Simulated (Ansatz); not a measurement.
**Ge under changes of volume**

One of the cells (22.639 Å³/atom); the others are scaled copies at fixed shape and fractional positions:

```
Ge
1.0
     0.00000    2.82891    2.82891
     2.82891    0.00000    2.82891
     2.82891    2.82891    0.00000
Ge
2
Cartesian
  4.2434 4.2434 4.2434
  2.8289 2.8289 2.8289
```

| Item | Value |
| --- | --- |
| Program | Ansatz 0.2.0 |
| Functional | r2SCAN |
| Potentials or basis | Ansatz PAW |
| Cutoff | 500 eV (not typed: the program's choice for these potentials) |
| k mesh | 8 × 8 × 8 |
| Occupations | fermi-dirac, width 0.05 eV |
| Spin | no spin polarisation |

| volume (Å³/atom) | energy over the lowest point (meV/atom) | pressure (GPa) | gap on the mesh (eV) |
| --- | --- | --- | --- |
| 21.281 | 26.46 | 5.9 | 0.68 |
| 21.733 | ? | ? | ? |
| 22.186 | 3.90 | 2.2 | 0.53 |
| 22.639 | 0.00 | 0.6 | 0.44 |
| 23.092 | 0.32 | -0.8 | 0.25 |
| 23.545 | 4.36 | -2.0 | none |
| 23.997 | 11.52 | -3.1 | none |

Q: What does the run at 21.733 Å³/atom give?

A: Energy over the lowest point 12.53 meV/atom; pressure 4.0 GPa; gap on the mesh 0.61 eV.

Worked out: A Birch-Murnaghan fit of order 3 (a polynomial in V^(-2/3)) to the other rows has its minimum at 22.83 Å³/atom with B0 = V·E''(V) = 71 GPa and B' = 5.5. It gives 12.49 meV/atom at 21.733 Å³/atom, against the run's 12.53, and -dE/dV = 4.0 GPa, against 4.0.

Energies are extrapolated to zero smearing.

Caveats: the PAW data sets come from PBE, with cores solved anew for the run's functional, which leaves a small shift of forces and pressure.

A mesh can miss the band edges. Spin-orbit coupling on Ge is left out.

A gap of «none» marks a metal or a gap under the smearing width.
